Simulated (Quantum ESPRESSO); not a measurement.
Set up this calculation in Quantum ESPRESSO 7.5, as the native input.

```
Task                : band structure
Functional          : PBEsol
Potentials or basis : GBRV 1.5 PBEsol
Cutoff              : 612 eV
Density cutoff      : 4898 eV
k mesh              : 7 × 7 × 7
Occupations         : fermi-dirac, width 0.05 eV
Spin                : no spin polarisation
Mixing beta         : 0.5
Most SCF iterations : 120
SCF threshold       : 8e-10 Ry
```

TiPt3:

```xyz
4
Lattice="3.8970 0.0000 0.0000 0.0000 3.8970 0.0000 0.0000 0.0000 3.8970" Properties=species:S:1:pos:R:3 pbc="T T T"
Pt    1.9485    1.9485    0.0000
Pt    1.9485    0.0000    1.9485
Pt    0.0000    1.9485    1.9485
Ti    0.0000    0.0000    0.0000
```

The input as run:

pw.in

```
&CONTROL
  calculation = 'scf'
  prefix = 'pwscf'
  outdir = './tmp'
  pseudo_dir = './pseudo'
  tprnfor = .true.
  tstress = .true.
  disk_io = 'low'
/
&SYSTEM
  ibrav = 0
  nat = 4
  ntyp = 2
  ecutwfc = 45
  ecutrho = 360
  nbnd = 40
  occupations = 'smearing'
  smearing = 'fd'
  degauss = 0.00367493
/
&ELECTRONS
  conv_thr = 8d-10
  electron_maxstep = 120
  mixing_beta = 0.5
/
ATOMIC_SPECIES
Pt   195.0840 pt_pbesol_v1.4.uspp.F.UPF
Ti    47.8670 ti_pbesol_v1.4.uspp.F.UPF
CELL_PARAMETERS angstrom
   3.8970000000    0.0000000000    0.0000000000
   0.0000000000    3.8970000000    0.0000000000
   0.0000000000    0.0000000000    3.8970000000
ATOMIC_POSITIONS crystal
Pt     0.5000000000    0.5000000000    0.0000000000
Pt     0.5000000000    0.0000000000    0.5000000000
Pt     0.0000000000    0.5000000000    0.5000000000
Ti     0.0000000000    0.0000000000    0.0000000000
K_POINTS automatic
7 7 7 0 0 0
```

bands.in

```
&CONTROL
  calculation = 'bands'
  prefix = 'pwscf'
  outdir = './tmp'
  pseudo_dir = './pseudo'
  disk_io = 'low'
  verbosity = 'high'
/
&SYSTEM
  ibrav = 0
  nat = 4
  ntyp = 2
  ecutwfc = 45
  ecutrho = 360
  nbnd = 40
  occupations = 'smearing'
  smearing = 'fd'
  degauss = 0.00367493
/
&ELECTRONS
  conv_thr = 1d-08
  electron_maxstep = 120
  mixing_beta = 0.5
  diago_full_acc = .true.
  startingwfc = 'random'
/
ATOMIC_SPECIES
Pt   195.0840 pt_pbesol_v1.4.uspp.F.UPF
Ti    47.8670 ti_pbesol_v1.4.uspp.F.UPF
CELL_PARAMETERS angstrom
   3.8970000000    0.0000000000    0.0000000000
   0.0000000000    3.8970000000    0.0000000000
   0.0000000000    0.0000000000    3.8970000000
ATOMIC_POSITIONS crystal
Pt     0.5000000000    0.5000000000    0.0000000000
Pt     0.5000000000    0.0000000000    0.5000000000
Pt     0.0000000000    0.5000000000    0.5000000000
Ti     0.0000000000    0.0000000000    0.0000000000
K_POINTS crystal
60
 0.0000000000  0.0000000000  0.0000000000 1
 0.0000000000  0.0714285714  0.0000000000 1
 0.0000000000  0.1428571429  0.0000000000 1
 0.0000000000  0.2142857143  0.0000000000 1
 0.0000000000  0.2857142857  0.0000000000 1
 0.0000000000  0.3571428571  0.0000000000 1
 0.0000000000  0.4285714286  0.0000000000 1
 0.0000000000  0.5000000000  0.0000000000 1
 0.0714285714  0.5000000000  0.0000000000 1
 0.1428571429  0.5000000000  0.0000000000 1
 0.2142857143  0.5000000000  0.0000000000 1
 0.2857142857  0.5000000000  0.0000000000 1
 0.3571428571  0.5000000000  0.0000000000 1
 0.4285714286  0.5000000000  0.0000000000 1
 0.5000000000  0.5000000000  0.0000000000 1
 0.4545454545  0.4545454545  0.0000000000 1
 0.4090909091  0.4090909091  0.0000000000 1
 0.3636363636  0.3636363636  0.0000000000 1
 0.3181818182  0.3181818182  0.0000000000 1
 0.2727272727  0.2727272727  0.0000000000 1
 0.2272727273  0.2272727273  0.0000000000 1
 0.1818181818  0.1818181818  0.0000000000 1
 0.1363636364  0.1363636364  0.0000000000 1
 0.0909090909  0.0909090909  0.0000000000 1
 0.0454545455  0.0454545455  0.0000000000 1
 0.0000000000  0.0000000000  0.0000000000 1
 0.0357142857  0.0357142857  0.0357142857 1
 0.0714285714  0.0714285714  0.0714285714 1
 0.1071428571  0.1071428571  0.1071428571 1
 0.1428571429  0.1428571429  0.1428571429 1
 0.1785714286  0.1785714286  0.1785714286 1
 0.2142857143  0.2142857143  0.2142857143 1
 0.2500000000  0.2500000000  0.2500000000 1
 0.2857142857  0.2857142857  0.2857142857 1
 0.3214285714  0.3214285714  0.3214285714 1
 0.3571428571  0.3571428571  0.3571428571 1
 0.3928571429  0.3928571429  0.3928571429 1
 0.4285714286  0.4285714286  0.4285714286 1
 0.4642857143  0.4642857143  0.4642857143 1
 0.5000000000  0.5000000000  0.5000000000 1
 0.4545454545  0.5000000000  0.4545454545 1
 0.4090909091  0.5000000000  0.4090909091 1
 0.3636363636  0.5000000000  0.3636363636 1
 0.3181818182  0.5000000000  0.3181818182 1
 0.2727272727  0.5000000000  0.2727272727 1
 0.2272727273  0.5000000000  0.2272727273 1
 0.1818181818  0.5000000000  0.1818181818 1
 0.1363636364  0.5000000000  0.1363636364 1
 0.0909090909  0.5000000000  0.0909090909 1
 0.0454545455  0.5000000000  0.0454545455 1
 0.0000000000  0.5000000000  0.0000000000 1
 0.5000000000  0.5000000000  0.0000000000 1
 0.5000000000  0.5000000000  0.0625000000 1
 0.5000000000  0.5000000000  0.1250000000 1
 0.5000000000  0.5000000000  0.1875000000 1
 0.5000000000  0.5000000000  0.2500000000 1
 0.5000000000  0.5000000000  0.3125000000 1
 0.5000000000  0.5000000000  0.3750000000 1
 0.5000000000  0.5000000000  0.4375000000 1
 0.5000000000  0.5000000000  0.5000000000 1
```

Potentials or basis: GBRV 1.5 PBEsol.

The run is started by

```bash
$ OMP_NUM_THREADS=1 mpirun -n 2 pw.x -nk 2 -in pw.in > pw.out
$ OMP_NUM_THREADS=1 mpirun -n 2 pw.x -nk 2 -in bands.in > bands.out
```

Results of the run:

| Item | Value |
| --- | --- |
| Pressure | -0.4 GPa |
| Band gap on the k mesh | none (metal or under the smearing width) |

Caveat: spin-orbit coupling is left out, which moves the levels of the heavy elements.

Wall time 2.1 min on 2 MPI ranks on Intel(R) Xeon(R) Processor @ 2.50GHz (Skylake/Cascade Lake) (shared host), peak memory 0.3 GiB a rank.
